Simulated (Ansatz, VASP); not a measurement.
**Sb: VASP beside Ansatz**

INCAR

```
SYSTEM = Sb
  PREC = Accurate
  ENCUT = 520
  EDIFF = 1E-7
  ISMEAR = 0
  SIGMA = 0.15
  LREAL = .False.
  LASPH = .True.
  NELM = 100
  ALGO = Normal
  ISIF = 2
  LWAVE = .False.
  LCHARG = .False.
  GGA = PS
  NBANDS = 8
```

Contents of KPOINTS:

```
Automatic mesh
0
Gamma
  16 16 16
  0 0 0
```

File POSCAR:

```
Sb
1.0
    3.2390000000      0.0000000000      0.0000000000
    0.0000000000      3.2390000000      0.0000000000
    0.0000000000      0.0000000000      3.1600000000
Sb
1
Direct
    0.0000000000      0.0000000000      0.0000000000
```

Input for Ansatz:

```yaml
crystal:
  lattice:
    - [3.239, 0.0, 0.0]
    - [0.0, 3.239, 0.0]
    - [0.0, 0.0, 3.16]
  atoms:
    - { symbol: Sb, position: [0.0, 0.0, 0.0] }
basis:
  ecutwfc: 420
kpoints:
  mp_grid: { grid: [16, 16, 16] }
hamiltonian:
  xc: pbesol
scf:
  occupations: { method: gaussian, width: 0.15 }
output:
  forces: true
  stress: true
  eigenvalues: true
```

Change from the starting cell: strain +0.025 along x and y, +0.000 along z, atoms carried along.

Alike in both runs: task single point; functional PBEsol; k mesh 16 × 16 × 16; occupations gaussian, width 0.15 eV; no spin polarisation.

```csv
,VASP,Ansatz
version,VASP 6.6.1,Ansatz 0.2.0
potentials or method,"VASP PAW PBE potentials, release 64 (Sb)","scalar-relativistic, plane waves, PAW"
plane-wave cutoff (eV),520,420
valence electrons in the cell,5,15
```

Ansatz gave:

```
gap on the k mesh at the Fermi level (eV)       : none
pressure (GPa)                                  : -6.5
largest component of the traceless stress (GPa) : 0.90
```

Question: Estimate VASP's values.

Answer: gap on the k mesh at the Fermi level (eV): none; pressure (GPa): -6.5; largest component of the traceless stress (GPa): 0.91.

A gap of «none» marks a metal or a gap that the smearing closes. The two sets of potentials don't hold the same shells in valence.

Caveats: the PAW data sets were made with another functional, which shifts forces and pressure a little (VASP). The runs have no spin-orbit coupling, so splittings on Sb are missing.
